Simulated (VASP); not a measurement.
# HgTe (Coloradoite) (F-43m) in VASP: further runs, part 2 of 2

VASP 6.6.1. Earlier steps stand in the parts before.

### Step 3. Phonons, r2SCAN

This run uses another cell than the first one, of 35.56 Å³/atom, 1.028 times its volume.

Contents of POSCAR:

```
HgTe
1.0
    0.0000000000      3.2883500008      3.2883500008
    3.2883500008      0.0000000000      3.2883500008
    3.2883500008      3.2883500008      0.0000000000
  Hg              Te
     1     1
Direct
     0.0000000000000000    0.0000000000000000    0.0000000000000000
     0.2500000000000000    0.2500000000000000    0.2500000000000000
```

Contents of INCAR.step1:

```
SYSTEM = HgTe
PREC     = Accurate       ! precision mode
ENCUT    = 600            ! plane-wave cutoff, eV
EDIFF    = 1E-8           ! SCF threshold, eV
ISMEAR   = 0              ! smearing method
SIGMA    = 0.03           ! smearing width, eV
LREAL    = .FALSE.        ! projectors in reciprocal space
LASPH    = .TRUE.         ! aspherical terms in the spheres
NELM     = 80             ! most SCF steps
ALGO     = Normal         ! electronic algorithm
ISIF     = 3              ! what is computed and relaxed
LWAVE    = .FALSE.        ! write WAVECAR
LCHARG   = .FALSE.        ! write CHGCAR
METAGGA  = R2SCAN         ! meta-GGA
LMIXTAU  = .TRUE.       
IBRION   = 2              ! ionic algorithm
NSW      = 40             ! ionic steps
EDIFFG   = -0.002         ! ionic threshold
```

Contents of INCAR.step2:

```
SYSTEM = HgTe
PREC     = Accurate       ! precision mode
ENCUT    = 600            ! plane-wave cutoff, eV
EDIFF    = 1E-8           ! SCF threshold, eV
ISMEAR   = 0              ! smearing method
SIGMA    = 0.03           ! smearing width, eV
LREAL    = .FALSE.        ! projectors in reciprocal space
LASPH    = .TRUE.         ! aspherical terms in the spheres
NELM     = 80             ! most SCF steps
ALGO     = Normal         ! electronic algorithm
ISIF     = 2              ! what is computed and relaxed
LWAVE    = .FALSE.        ! write WAVECAR
LCHARG   = .FALSE.        ! write CHGCAR
METAGGA  = R2SCAN         ! meta-GGA
LMIXTAU  = .TRUE.       
IBRION   = 6              ! ionic algorithm
NFREE    = 2            
POTIM    = 0.015          ! step
NSW      = 1              ! ionic steps
```

Contents of KPOINTS:

```
regular mesh
0
G
  10 10 10
  0 0 0
```

Potentials or basis: VASP PAW PBE potentials, release 64 (Hg, Te).

The run is started by

```sh
$ cat potpaw_PBE.64/Hg/POTCAR potpaw_PBE.64/Te/POTCAR > POTCAR
$ cp INCAR.step1 INCAR
$ mpirun -np 1 vasp_std > vasp.out
$ cp CONTCAR POSCAR
$ cp INCAR.step2 INCAR
$ mpirun -np 1 vasp_std > vasp.out
```

OUTCAR:

```text
SYSTEM = HgTe
   PREC = Accurate
   ENCUT = 600
   EDIFF = 1E-8
   ISMEAR = 0
   LREAL = .FALSE.
   LASPH = .TRUE.
   NELM = 80
   ISIF = 2
   METAGGA = R2SCAN
   IBRION = 6
   NFREE = 2
   POTIM = 0.015
   NSW = 1

 ion  position               nearest neighbor table
   1  0.000  0.000  0.000-   2 2.85   2 2.85   2 2.85   2 2.85
   2  0.250  0.250  0.250-   1 2.85   1 2.85   1 2.85   1 2.85

[... 772 lines left out ...]
  x    -0.00000    -0.00000    -0.00000     0.00000     4.13542     0.00000
  y     0.00000     0.00000     0.00000     0.00000     0.00000     4.13542
  z    -0.00000    -0.00000    -0.00000     4.13542     0.00000     0.00000

 INTERNAL STRAIN TENSOR FOR ION    2 for displacements in x,y,z  (eV/Angst):
          X           Y           Z          XY          YZ          ZX
  --------------------------------------------------------------------------------
  x    -0.00000     0.00000     0.00000     0.00000    -4.13445     0.00000
  y     0.00000    -0.00000     0.00000     0.00000     0.00000    -4.13445
  z     0.00000     0.00000    -0.00000    -4.13445     0.00000     0.00000

 Eigenvectors and eigenvalues of the dynamical matrix
 ----------------------------------------------------

   1 f  =    3.019769 THz    18.973765 2PiTHz  100.728636 cm-1    12.488754 meV
             X         Y         Z           dx          dy          dz
      0.000000  0.000000  0.000000     0.618452   -0.060917    0.049052
      1.644385  1.644385  1.644385    -0.775742    0.076410   -0.061527
[... 21 lines left out ...]
   6 f/i=    0.000617 THz     0.003877 2PiTHz    0.020584 cm-1     0.002552 meV
             X         Y         Z           dx          dy          dz
      0.000000  0.000000  0.000000    -0.578051    0.254714    0.460845
      1.644385  1.644385  1.644385    -0.460845    0.203068    0.367403

 ELASTIC MODULI CONTR FROM IONIC RELAXATION (kBar)
 Direction    XX          YY          ZZ          XY          YZ          ZX
 --------------------------------------------------------------------------------
 XX          -0.0000     -0.0000     -0.0000      0.0000     -0.0000     -0.0000
 YY          -0.0000     -0.0000     -0.0000      0.0000      0.0000     -0.0000
 ZZ          -0.0000     -0.0000     -0.0000     -0.0000      0.0000     -0.0000
 XY           0.0000      0.0000     -0.0000   -132.3356     -0.0000      0.0000
 YZ          -0.0000      0.0000      0.0000     -0.0000   -132.3356     -0.0000
 ZX          -0.0000     -0.0000     -0.0000      0.0000     -0.0000   -132.3356
 --------------------------------------------------------------------------------
```

Wall time 37 min (1 thread of Intel Xeon Platinum 8488C (Sapphire Rapids), shared host); peak memory 0.52 GiB.

What came out:

```yaml
Highest_phonon_frequency_at_Γ_LO-TO_splitting_left_out: 101 cm⁻¹
```

Phonon frequencies in cm⁻¹ (negative: imaginary):
| q point | frequencies |
| --- | --- |
| (0.000, 0.000, 0.000) | 0 0 0 101 101 101 |

Caveat: the PAW data sets were made with another functional, which shifts forces and pressure a little.
